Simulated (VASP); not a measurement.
Input of a VASP 6.6.1 run:

File INCAR:

```
PREC = Accurate
ENCUT = 520
EDIFF = 1E-7
ISMEAR = 0
SIGMA = 0.02
LREAL = F
LASPH = T
NELM = 100
ALGO = Normal
ISIF = 2
LWAVE = F
LCHARG = F
MAGMOM = 0 0 0 0 0 0
LORBIT = 11
LSORBIT = T
GGA_COMPAT = F
GGA = PE
NBANDS = 30
KPAR = 2
```

File KPOINTS:

```
Automatic mesh
0
Gamma
  6 6 6
```

File POSCAR:

```
InP
1.0
    0.0000000000      2.9305000000      2.9305000000
    2.9305000000      0.0000000000      2.9305000000
    2.9305000000      2.9305000000      0.0000000000
In P
1 1
Direct
    0.0000000000      0.0000000000      0.0000000000
    0.7500000000      0.7500000000      0.7500000000
```

KPOINTS_OPT

```
path GXWKGLUWLK,UX
20
line-mode
reciprocal
 0.0000000000  0.0000000000  0.0000000000  G
 0.5000000000  0.0000000000  0.5000000000  X

 0.5000000000  0.0000000000  0.5000000000  X
 0.5000000000  0.2500000000  0.7500000000  W

 0.5000000000  0.2500000000  0.7500000000  W
 0.3750000000  0.3750000000  0.7500000000  K

 0.3750000000  0.3750000000  0.7500000000  K
 0.0000000000  0.0000000000  0.0000000000  G

 0.0000000000  0.0000000000  0.0000000000  G
 0.5000000000  0.5000000000  0.5000000000  L

 0.5000000000  0.5000000000  0.5000000000  L
 0.6250000000  0.2500000000  0.6250000000  U

 0.6250000000  0.2500000000  0.6250000000  U
 0.5000000000  0.2500000000  0.7500000000  W

 0.5000000000  0.2500000000  0.7500000000  W
 0.5000000000  0.5000000000  0.5000000000  L

 0.5000000000  0.5000000000  0.5000000000  L
 0.3750000000  0.3750000000  0.7500000000  K

 0.6250000000  0.2500000000  0.6250000000  U
 0.5000000000  0.0000000000  0.5000000000  X
```

Potentials or basis: VASP PAW PBE potentials, release 64 (In_d, P).

Launch:

```sh
$ cat potpaw_PBE.64/In_d/POTCAR potpaw_PBE.64/P/POTCAR > POTCAR
$ mpirun -np 2 vasp_ncl > vasp.out
```

Estimate the pressure.

3.2 GPa.
